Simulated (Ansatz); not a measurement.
Here is an Ansatz 0.2.0 calculation.

Contents of input.yaml:

```yaml
crystal:
  lattice:
    - [0.0, 2.2239077028, 2.2239077028]
    - [2.2239077028, 0.0, 2.2239077028]
    - [2.2239077028, 2.2239077028, 0.0]
  atoms:
    - { symbol: Mn, position: [0.0, 0.0, 0.0], spin: 4.0 }
    - { symbol: O, position: [0.5, 0.5, 0.5] }
hamiltonian:
  xc: pbesol
  pseudopotentials: { kind: paw }
  dispersion: d3bj
magnetization:
  spin_polarized: true
kpoints:
  mp_grid: { grid: [10, 10, 10] }
scf:
  occupations: { method: fermi_dirac, width: 0.05 }
output:
  forces: true
  stress: true
  write_density: true
  write_potential: true
  elf: true
  volumetric_format: npy
relax:
  f_tol: 0.01
  max_steps: 40
  cell: { stress_tol: 0.05 }
```

Potentials or basis: Ansatz PAW.

Launch:

```bash
$ ansatz run input.yaml --threads 2 --pin off --max-ram 5632MiB --backend cpu --events-out ev --progress --plain --runs-dir out
```

Question: Predict the relaxed cell.

Answer: a = 3.148 Å, b = 3.148 Å, c = 3.148 Å, α = 60.00°, β = 60.00°, γ = 60.00°.

Question: What does it give for the space group after relaxing (to 0.05 Å)?

Answer: Fm-3m (No. 225).

Question: What does it give for the site moments?

Answer: Mn +4.04; O +0.23 μB.

Question: Estimate the absolute moment.

Answer: 4.77 μB per cell.

Final structure:
```yaml
crystal:
  lattice:
    - [0.00000, 2.22619, 2.22619]
    - [2.22619, 0.00000, 2.22619]
    - [2.22619, 2.22619, 0.00000]
  atoms:
    - { symbol: Mn, position: [0.00000, 0.00000, 0.00000] }
    - { symbol: O, position: [0.50000, 0.50000, 0.50000] }
```

Caveat: a cell with one magnetic atom can't hold antiferromagnetic order, which such compounds often take.
